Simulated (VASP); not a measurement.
The system is GaAs.

```xyz
2
Lattice="0.0000 2.8268 2.8268 2.8268 0.0000 2.8268 2.8268 2.8268 0.0000" Properties=species:S:1:pos:R:3 pbc="T T T"
As    4.2403    4.2403    4.2403
Ga    0.0000    0.0000    0.0000
```

```yaml
Program: VASP 6.6.1
Task: relaxation of cell and atoms
Functional: PBE
Potentials_or_basis: VASP PAW PBE potentials, release 54 (As, Ga_d)
Cutoff: 900 eV
k_mesh: 8 × 8 × 8
Occupations: fermi-dirac, width 0.05 eV
Spin: no spin polarisation
```

At the start: pressure 3.5 GPa; volume 22.59 Å³/atom.

Where does the relaxation end?

Over 5 steps the energy falls by 12.1 meV/atom and the volume is 23.81 Å³/atom (+5.4 %); space group F-43m (No. 216, to 0.05 Å).

The path:
```tsv
step	energy change (eV)	largest force (eV/Å)	pressure (GPa)	volume (Å³)
1	0.0000	0.0000	3.48	45.18
2	-0.0211	0.0000	-1.00	48.46
3	-0.0242	0.0000	0.17	47.54
4	-0.0242	0.0000	-0.14	47.67
5	-0.0242	0.0000	0.00	47.61
```

Final structure:
```
As Ga
1.0
     0.00000    2.87676    2.87676
     2.87676    0.00000    2.87676
     2.87676    2.87676    0.00000
As Ga
1 1
Direct
  0.75000 0.75000 0.75000
  0.00000 0.00000 0.00000
```
